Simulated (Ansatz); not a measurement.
Computed with DFT PBE, scalar-relativistic, plane waves, PAW in Ansatz. Settings: cutoff 420 eV, Γ-centred meshes spaced at most about 0.3 Å⁻¹, and about 0.25 Å⁻¹ or finer for metals (2π included), Gaussian smearing. No spin polarisation.

These are static total energies at zero pressure.

Task: Order these relaxed structures of Al5P2 by energy, lowest first, with the energy over the lowest of them.
A.

Space group R-3m:H (No. 166). a = 3.508 Å, b = 3.508 Å, c = 35.422 Å, α = 90.00°, β = 90.00°, γ = 120.00°
| atom | site | symmetry | x | y | z |
| --- | --- | --- | --- | --- | --- |
| Al | 6c | 3m | 0.0000 | 0.0000 | 0.2229 |
| Al | 6c | 3m | 0.0000 | 0.0000 | 0.3046 |
| Al | 3b | -3m | 0.3333 | 0.6667 | 0.1667 |
| P | 6c | 3m | 0.0000 | 0.0000 | 0.0693 |

B.

Space group P-3m1 (No. 164). a = 3.563 Å, b = 3.563 Å, c = 12.127 Å, α = 90.00°, β = 90.00°, γ = 120.00°
```
atom  site  symmetry       x       y       z
  Al    2c       3m. 0.0000  0.0000  0.8928
  Al    2d       3m. 0.3333  0.6667  0.6585
  Al    1b      -3m. 0.0000  0.0000  0.5000
   P    2d       3m. 0.6667  0.3333  0.7869
```

C.

Space group I-4m2 (No. 119). a = 3.902 Å, b = 3.902 Å, c = 18.997 Å, α = 90.00°, β = 90.00°, γ = 90.00°
```tsv
atom	site	symmetry	x	y	z
Al	2a	-4m2	0.0000	0.0000	0.0000
Al	4e	2mm.	0.0000	0.0000	0.3520
Al	2d	-4m2	0.5000	0.0000	0.2500
Al	2c	-4m2	0.0000	0.5000	0.2500
P	4f	2mm.	0.0000	0.5000	0.4274
```

Result: C (0 meV/atom), A (32 meV/atom), B (66 meV/atom). Counting Al atoms around P (those within 1.25 times the shortest such distance or 1.15 times the sum of covalent radii, 1.27 where that leaves under three): C has P 4; A has P 6; B has P 6. All come from invented guesses. The lowest form computed isn't among them: it has space group P-4m2 (No. 115), 20.7 Å³/atom and lies 13 meV/atom below the best shown.

In I-4m2, R-3m, P-3m1 an odd number of electrons in the primitive cell allows no gap without spin; a larger cell or a magnetic state could open one. Cells relaxed within their symmetry can be saddle points. Some structure types and database cells were kept out of the candidates from the start, so a known form may be missing.
